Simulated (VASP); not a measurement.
Wanted: the native input for a VASP 6.6.1 run.

```yaml
Task: density of states
Functional: r2SCAN
Dispersion: rVV10
Potentials_or_basis: VASP PAW PBE potentials, release 64 (Ag)
Cutoff: 520 eV
k_mesh: 11 × 11 × 11
Occupations: tetrahedron
Spin: no spin polarisation
Hubbard_terms: Ag d U = 4.5 eV
Further_INCAR_settings: ALGO = Normal; EDIFF = 1e-06
```

The structure of Ag lies in POSCAR:

```
Ag
1.0
   -0.0403880000      2.0841720000      2.0527140000
    2.0116240000      0.0176180000      1.9947070000
    2.0357300000      2.0502710000     -0.0064870000
Ag
1
Cartesian
    0.0029644486     -0.0213881436      0.0151403077
```

The cell isn't the ideal one: cell strained at random at fixed volume.

These files were run (other wordings do the same):

INCAR

```
PREC = Accurate
ENCUT = 520
EDIFF = 1E-6
ISMEAR = -5
SIGMA = 0.01
LREAL = False
LASPH = True
NELM = 60
ALGO = Normal
ISIF = 2
LWAVE = False
LCHARG = False
LMAXMIX = 4
LDAU = True
LDAUTYPE = 2
LDAUL = 2
LDAUU = 4.5
LDAUJ = 0
LDAUPRINT = 1
METAGGA = R2SCAN
LMIXTAU = True
LUSE_VDW = True
IVDW_NL = 2
BPARAM = 11.95
CPARAM = 0.0093
LORBIT = 11
NEDOS = 2001
```

KPOINTS

```
regular mesh
0
Gamma
  11 11 11
```

Potentials or basis: VASP PAW PBE potentials, release 64 (Ag).

Command:

```bash
$ cat potpaw_PBE.64/Ag/POTCAR > POTCAR
$ mpirun -np 1 vasp_std > vasp.out
```

It gave:

```
Pressure                                              : -1.5 GPa
Band gap on the k mesh                                : none (metal or under the smearing width)
Valence electrons inside the program's atomic spheres : Ag 10.07
```

Caveat: the PAW data sets were made with another functional, which shifts forces and pressure a little; U without spin polarisation on a metal has little footing; the U is typed as a test and isn't derived for this compound; tetrahedron occupations give inexact forces and stress in metals.

Wall time 4.9 min on 1 thread of Intel(R) Xeon(R) Platinum 8259CL CPU @ 2.50GHz (Skylake/Cascade Lake), on a shared host, peak memory 0.32 GiB.
